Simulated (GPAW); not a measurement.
Runs of GPAW 26.7.0 on Zr. Symmetry: P6_3/mmc, No. 194, hexagonal system. The conventional cell has a = 3.232 Å, b = 3.232 Å, c = 5.147 Å, α = 90.00°, β = 90.00°, γ = 120.00°. Zr (site symmetry -6m2) has 12 Zr at 3.18 to 3.23 Å as nearest neighbours. 

| task | level | potentials or basis | cell | smearing | optimizer | fmax | max steps | convergence | eigensolver | gap on the mesh (eV) | pressure (GPa) | relaxed volume (Å³/atom) |
| --- | --- | --- | --- | --- | --- | --- | --- | --- | --- | --- | --- | --- |
| relaxation of cell and atoms | PBEsol+D4 | PAW data sets generated in the run's folder for this functional, pw | relaxed | fermi-dirac 0.05 eV | FIRE | 0.01 eV/Å | 40 | density=1e-05 forces=0.0001 | - | none | 0.0 | 22.21 |
| single point | PBE | GPAW PAW data sets (gpaw-data 1.2.1), pw | as given | gaussian 0.028 eV | - | - | - | - | - | none | 0.2 | - |
| single point | PBE | GPAW PAW data sets (gpaw-data 1.2.1), pw | as given | gaussian 0.027 eV | - | - | - | - | - | none | 0.2 | - |
| relaxation of cell and atoms | RPBE+D3(BJ) | the program's PAW data sets (release 1.2.1) made for this functional, pw | relaxed | fermi-dirac 0.05 eV | LBFGS | 0.01 eV/Å | 40 | density=1e-05 forces=0.0001 | - | none | 0.0 | 17.34 |
| single point | RPBE | the program's PAW data sets (release 1.2.1) made for this functional, pw | as given | gaussian 0.1 eV | - | - | - | - | - | none | 2.5 | - |
| relaxation of cell and atoms | BLYP+D4 | PAW data sets generated in the run's folder for this functional, pw | relaxed | fermi-dirac 0.05 eV | BFGS | 0.02 eV/Å | 60 | density=1e-05 forces=0.0001 | davidson | none | -0.1 | (a) |

Alike in all rows: no spin polarisation; k mesh 9 × 9 × 5; cutoff (eV) 600.

Problem. Fill in the values left out.

Solution. (a) 23.42.

Caveats: later steps reuse the first step's grids (some runs); pairwise dispersion overbinds metals, which lowers pressure and volume (some runs); the volume moved by over 15 % at a fixed basis, so the end points are rough (some runs); the volume moved by -26 % from the deposited cell, more than functionals usually miss (some runs).

A k mesh can miss the band edges, and the runs leave out spin-orbit coupling on Zr.

A gap of «none» marks a metal or a gap under the smearing width.
